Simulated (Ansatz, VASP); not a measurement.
## Two plane-wave programs on CaS (Oldhamite)

```xyz
2
Lattice="0.0000 2.8172 2.8172 2.8172 0.0000 2.8172 2.8172 2.8172 0.0000" Properties=species:S:1:pos:R:3 pbc="T T T"
Ca    0.0000    0.0000    0.0000
S     2.8172    2.8172    2.8172
```

Alike in both runs: task relaxation of cell and atoms; functional PBEsol; k mesh 8 × 8 × 8; no spin polarisation.

|  | VASP | Ansatz |
| --- | --- | --- |
| version | VASP 6.6.1 | Ansatz 0.2.0 |
| potentials or method | VASP PAW PBE potentials, release 64 (Ca_sv, S) | scalar-relativistic, plane waves, PAW |
| plane-wave cutoff (eV) | 600 | 420 |
| occupations | gaussian, width 0.01 eV | fixed |
| valence electrons in the cell | 16 | 16 |

```csv
,VASP,Ansatz,Ansatz less VASP
"gap on the k mesh at the Fermi level, each at its own relaxed structure (eV)",2.16,2.16,-0.004
relaxed volume (Å³/atom),22.43,22.34,-0.086
relaxed cell length with the largest relative difference (Å),3.988,3.983,-0.0051
```

Caveats: the PAW data sets were made with another functional, which shifts forces and pressure a little (VASP). Zero-point motion and thermal expansion aren't in these numbers. A k mesh can miss the band edges.
